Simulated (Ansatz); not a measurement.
**How far is PAW off for SnSe?**

```
Sn Se
1.0
     0.00000    3.01000    3.01000
     3.01000    0.00000    3.01000
     3.01000    3.01000    0.00000
Sn Se
1 1
Direct
  0.01329 0.01329 0.98671
  0.50000 0.50000 0.50000
```

Atoms are numbered in the order listed.

The cell is COD entry 9008725, as deposited and not checked against the literature; nothing was relaxed. The listed cell was then made from it by scaling, straining or moving an atom.

Spin–orbit coupling is left out, though it moves levels of the heavy atoms by tenths of an eV or more.

Methods: DFT, PBE, PAW with Ansatz's default frozen-core files, scalar-relativistic (Ansatz 0.2.0); DFT, PBE, all-electron PAW with datasets made for the crystal, scalar-relativistic (Ansatz 0.2.0); DFT, PBE, all-electron LAPW, scalar-relativistic (Ansatz 0.2.0).

For PAW: a Γ-centred 9×9×9 k mesh, Fermi–Dirac smearing of 0.02 eV, cutoff 420 eV, no spin polarisation. The crystal-made all-electron datasets (AE datasets) take a cutoff of 240 eV at this cell. LAPW targets a basis error of 0.25 meV/atom. The Ansatz runs share mesh, smearing and spin set-up. Plane-wave (PAW) pressures include the program's estimate of the Pulay term.

Stress and pressure are positive in compression.

The change that made this cell: atom 1 (Sn) moved by (0.0000, 0.0000, 0.0800) Å.

No spin–orbit coupling: at heavy atoms the gradients can be off by tens of per cent for that reason.

```json
{"quantity": "pressure (GPa)", "PAW": "1.12", "AE datasets": "1.12", "LAPW": "1.12"}
{"quantity": "stress xx (GPa)", "PAW": "1.07", "AE datasets": "1.06", "LAPW": "1.06"}
{"quantity": "stress zz (GPa)", "PAW": "1.24", "AE datasets": "1.24", "LAPW": "1.24"}
{"quantity": "force on Sn1, z (eV/Å)", "PAW": "-0.011", "AE datasets": "-0.011", "LAPW": "-0.011"}
{"quantity": "force on Se2, z (eV/Å)", "PAW": "0.011", "AE datasets": "0.011", "LAPW": "0.011"}
{"quantity": "band gap (eV)", "PAW": "0.634", "AE datasets": "0.634", "LAPW": "0.634"}
{"quantity": "largest principal field gradient Vzz at Sn1 (10²¹ V/m²)", "PAW": "-0.56", "AE datasets": "-0.57", "LAPW": "–"}
{"quantity": "largest principal field gradient Vzz at Se2 (10²¹ V/m²)", "PAW": "0.15", "AE datasets": "0.15", "LAPW": "–"}
```
